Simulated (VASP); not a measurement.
Set up this calculation in VASP 6.6.1, as the native input.

```
Task                   : relaxation of cell and atoms
Functional             : LDA
Potentials or basis    : VASP PAW LDA potentials, release 64 (Sn_d, Te)
Cutoff                 : 600 eV
k mesh                 : 12 × 12 × 12
Occupations            : gaussian, width 0.1 eV
Spin                   : no spin polarisation
Further INCAR settings : ALGO = Normal; EDIFF = 1e-07; IBRION = 2; EDIFFG = -0.005; NSW = 90; ISIF = 3
```

The structure of SnTe lies in POSCAR:

```
SnTe
1.0
    0.0000000000      3.1858130700      3.1858130700
    3.1858130700      0.0000000000      3.1858130700
    3.1858130700      3.1858130700      0.0000000000
Sn Te
1 1
Direct
    0.0000000000      0.0000000000      0.0000000000
    0.5000000000      0.5000000000      0.5000000000
```

The cell is a database's computed one.

One way to write it, as run:

INCAR

```
SYSTEM = SnTe
PREC = Accurate ; ENCUT = 600
EDIFF = 1E-7 ; ISMEAR = 0
SIGMA = 0.1 ; LREAL = .FALSE.
LASPH = .TRUE. ; NELM = 60
ALGO = Normal ; ISIF = 3
LWAVE = .FALSE. ; LCHARG = .FALSE.
GGA = CA ; IBRION = 2
NSW = 90 ; EDIFFG = -0.005
```

KPOINTS

```
regular mesh
0
G
  12 12 12
  0 0 0
```

Potentials or basis: VASP PAW LDA potentials, release 64 (Sn_d, Te).

Run with:

```console
$ cat potpaw_LDA.64/Sn_d/POTCAR potpaw_LDA.64/Te/POTCAR > POTCAR
$ mpirun -np 1 vasp_std > vasp.out
```

Results of the run:

```yaml
Relaxed_volume: 30.36 Å³/atom
Relaxed_cell: a = 4.412 Å, b = 4.412 Å, c = 4.412 Å, α = 60.00°, β = 60.00°, γ = 60.00°
Space_group_after_relaxing_to_0.05_Å: Fm-3m (No. 225)
Energy_gained_by_relaxing: 18.0 meV/atom
Ionic_steps: 3
Pressure_after_relaxing: 0.0 GPa
Band_gap_on_the_k_mesh: 0.21 eV, direct
```

Caveat: spin-orbit coupling is left out, which moves the levels of the heavy elements.

Run time: 54 s on 1 thread of Intel(R) Xeon(R) 6975P-C (Granite Rapids), on a shared host, peak memory 0.23 GiB.
